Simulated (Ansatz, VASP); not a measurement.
Os: programs and potentials compared

```
CELL_PARAMETERS angstrom
2.73410 0.00000 0.00000
-1.36705 2.36780 0.00000
0.00000 0.00000 4.31970
ATOMIC_POSITIONS crystal
Os 0.66667 0.33333 0.75000
Os 0.33333 0.66667 0.25000
```

Alike in all runs: task single point; functional PBE; k mesh 11 × 11 × 6; occupations gaussian, width 0.015 eV; no spin polarisation; no spin-orbit coupling. Pressure is positive in compression and, in plane waves, holds the error of the finite cutoff, which Ansatz's Pulay term estimates and takes out.

```tsv
program and potentials	plane-wave cutoff (eV)	notes	pressure (GPa)
Ansatz, Ansatz PAW	420	16 valence electrons an atom on average; Pulay term of +0.09 GPa included	8.76
Ansatz, all-electron LAPW, scalar-relativistic	-	-	?
VASP, PBE PAW files Os, 520 eV	520	8 valence electrons an atom on average	8.80
```

Question: Estimate from the other rows what the run with Ansatz, all-electron LAPW, scalar-relativistic gave.

Answer: Pressure 8.74 GPa. The other rows, which needn't bracket it: pressure 8.76 to 8.80.
